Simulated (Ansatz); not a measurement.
Pb:

```xyz
1
Lattice="-1.9797 1.9797 1.9797 1.9797 -1.9797 1.9797 1.9797 1.9797 -1.9797" Properties=species:S:1:pos:R:3 pbc="T T T"
Pb    0.0000    0.0000    0.0000
```

This isn't the form of Pb at room conditions, which is fcc.

Base run:

| Quantity | Value |
| --- | --- |
| Program | Ansatz 0.2.0 |
| Functional | PBEsol |
| Potentials or basis | all-electron PAW datasets made for the crystal |
| Cutoff | 260 eV |
| Density cutoff | 1040 eV |
| k mesh | 9 × 9 × 9 |
| Occupations | fermi-dirac, width 0.05 eV |
| Spin | no spin polarisation |

Its results: pressure -2.0 GPa.

Task: The run is repeated on the same cell with these changes: potentials or basis from all-electron PAW datasets made for the crystal to all-electron LAPW, non-relativistic; cutoff from 260 eV to 162 eV; density cutoff from 1040 eV to 648 eV. What comes out?

Result: Pressure -0.6 GPa.

Caveats: relativity is left out, which matters for the heavier elements (some runs).

Not every run made on this cell is shown here.
